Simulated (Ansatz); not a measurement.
# KF: a tetragonal deformation path

One table from this session's results is given with a row withheld; the runs are named, their logs left out.

Program: Ansatz 0.2.0. Level of theory: DFT r2SCAN, scalar-relativistic, plane waves, PAW. These are calculated values, not measurements.

### The structure to begin with

It takes space group Fm-3m (No. 225, cubic). Conventional cell: a = 5.347 Å, b = 5.347 Å, c = 5.347 Å, α = 90.00°, β = 90.00°, γ = 90.00°. Around K (site symmetry m-3m) lie 6 F at 2.67 Å. F (site symmetry m-3m) is surrounded by 6 K at 2.67 Å.

Coordinates:

```xyz
2
Lattice="0.0000 2.6735 2.6735 2.6735 0.0000 2.6735 2.6735 2.6735 0.0000" Properties=species:S:1:pos:R:3 pbc="T T T"
K     0.0000    0.0000    0.0000
F     2.6735    2.6735    2.6735
```

No relaxation comes first: the listed cell is the starting point.

### Zero of energy

Reference values: F = -2355.1906 eV; pressure -0.55 GPa; largest force 0.000 eV/Å; gap on the mesh 6.82 eV. It was computed beforehand with the settings of the runs below.

Set-up of the first run:

At fixed volume and fractional coordinates, lengths along (0.000, 0.000, 1.000) are scaled against those across it; ρ is that ratio over its starting value.

Contents of input.yaml:

```yaml
crystal:
  lattice:
    - [0.0, 3.0010533582, 2.1217447242]
    - [3.0010533582, 0.0, 2.1217447242]
    - [3.0010533582, 3.0010533582, 0.0]
  atoms:
    - { symbol: K, position: [0.0, 0.0, 0.0] }
    - { symbol: F, position: [0.5, 0.5, 0.5] }
basis:
  ecutwfc: 500
kpoints:
  mp_grid: { grid: [8, 8, 8] }
hamiltonian:
  xc: r2scan
scf:
  occupations: { method: gaussian, width: 0.05 }
output:
  forces: true
  stress: true
  eigenvalues: true
```

The run is started by

```bash
> ansatz run input.yaml --threads 1 --pin off --max-ram 2560MiB --backend cpu --events-out ev --progress --plain --runs-dir out
```

Among the steps run: At ρ = 0.707; Point ρ = 1.414; ρ = 0.850; Point ρ = 1.200; At ρ = 0.780; Point ρ = 1.300; ρ = 0.920; Point ρ = 1.100; ρ = 0.650; Point ρ = 1.500; ρ = 0.960; At ρ = 1.050.

One table of the session follows, with a row left open; its other results are not shown here.

The scan, with free energies counted from the undisturbed cell:

| ρ | ΔE (meV/atom) | pressure (GPa) | gap on the mesh (eV) |
| --- | --- | --- | --- |
| 0.650 | 969.4 | 25.6 | 3.87 |
| 0.707 | 521.5 | 14.8 | 4.97 |
| 0.780 | 217.0 | 6.5 | 5.88 |
| 0.850 | ? | ? | ? |
| 0.920 | 17.9 | 0.1 | 6.67 |
| 0.960 | 4.0 | -0.4 | 6.76 |
| 1.000 | 0.0 | -0.5 | 6.82 |
| 1.050 | 5.1 | -0.3 | 6.78 |
| 1.100 | 18.7 | 0.2 | 6.72 |
| 1.200 | 64.6 | 2.2 | 6.55 |
| 1.300 | 131.4 | 5.0 | 6.30 |
| 1.414 | 231.4 | 8.9 | 5.95 |
| 1.500 | 324.1 | 12.2 | 5.68 |

Q: Estimate the row for ρ = 0.850 from the others.

Worked estimate for «ΔE (meV/atom)». A straight line through the neighbours (0.780, 217.0) and (0.920, 17.9) gives 217.0 + (17.9 − 217.0) × (0.850 − 0.780) / (0.920 − 0.780) = 117.5; a parabola fitted to 4 rows on both sides gives 60.9.

The run gave: ΔE (meV/atom): 78.3; pressure (GPa): 2.2; gap on the mesh (eV): 6.39. In «ΔE (meV/atom)» the line misses by +39.2 and the parabola by -17.4.
